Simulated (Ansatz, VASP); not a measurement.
**InP in VASP and in Ansatz**

```
In P
1.0
     0.00000    2.95381    2.95381
     2.95381    0.00000    2.95381
     2.95381    2.95381    0.00000
In P
1 1
Direct
  0.00000 0.00000 0.00000
  0.25000 0.25000 0.25000
```

Alike in both runs: task single point; functional r2SCAN; k mesh 6 × 6 × 6; no spin polarisation.

|  | VASP | Ansatz |
| --- | --- | --- |
| version | VASP 6.6.1 | Ansatz 0.2.0 |
| potentials or method | VASP PAW PBE potentials, release 64 (In_d, P) | plane waves, PAW |
| plane-wave cutoff (eV) | 520 | 500 |
| occupations | gaussian, width 0.01 eV | fixed |
| valence electrons in the cell | 18 | 18 |

Ansatz gave:

* gap on the k mesh at the Fermi level (eV): 1.02
* pressure (GPa): 0.0

Estimate VASP's values.

gap on the k mesh at the Fermi level (eV): 1.03; pressure (GPa): -0.1.

Caveats: the PAW data sets were made with another functional, which shifts forces and pressure a little (VASP); spin-orbit coupling is left out, which moves the levels of the heavy elements.
